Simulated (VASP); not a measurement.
Write the native input for VASP 6.6.1 that does the following.

```yaml
Task: relaxation of cell and atoms
Functional: PBE
Potentials_or_basis: VASP PAW PBE potentials, release 64 (Mg, O)
Cutoff: 520 eV
k_mesh: 12 × 12 × 12
Occupations: gaussian, width 0.02 eV
Spin: no spin polarisation
Further_INCAR_settings: ALGO = Normal; EDIFF = 1e-07; IBRION = 2; EDIFFG = -0.15; NSW = 80; ISIF = 3
```

The structure of MgO lies in POSCAR:

```
MgO
1.0
    0.0000000000      2.1085000000      2.1085000000
    2.1085000000      0.0000000000      2.1085000000
    2.1085000000      2.1085000000      0.0000000000
Mg O
1 1
Direct
    0.0000000000      0.0000000000      0.0000000000
    0.5000000000      0.5000000000      0.5000000000
```

One way to write it, as run:

INCAR

```
PREC = Accurate ; ENCUT = 520
EDIFF = 1E-7 ; ISMEAR = 0
SIGMA = 0.02 ; LREAL = False
LASPH = True ; NELM = 80
ALGO = Normal ; ISIF = 3
LWAVE = False ; LCHARG = False
GGA = PE ; IBRION = 2
NSW = 80 ; EDIFFG = -0.15
```

KPOINTS

```
Automatic mesh
0
Gamma
  12 12 12
```

Potentials or basis: VASP PAW PBE potentials, release 64 (Mg, O).

Launch:

```bash
$ cat potpaw_PBE.64/Mg/POTCAR potpaw_PBE.64/O/POTCAR > POTCAR
$ mpirun -np 1 vasp_std > vasp.out
```

It gave:

| Quantity | Value |
| --- | --- |
| Relaxed volume | 9.64 Å³/atom |
| Relaxed cell | a = 3.010 Å, b = 3.010 Å, c = 3.010 Å, α = 60.00°, β = 60.00°, γ = 60.00° |
| Space group after relaxing (to 0.05 Å) | Fm-3m (No. 225) |
| Energy gained by relaxing | 1.8 meV/atom |
| Ionic steps | 2 |
| Pressure after relaxing | -1.1 GPa |
| Band gap on the k mesh | 4.42 eV, direct |

It took 6.7 s on 1 thread of Intel(R) Xeon(R) 6975P-C (Granite Rapids) (shared host), peak memory 0.15 GiB.
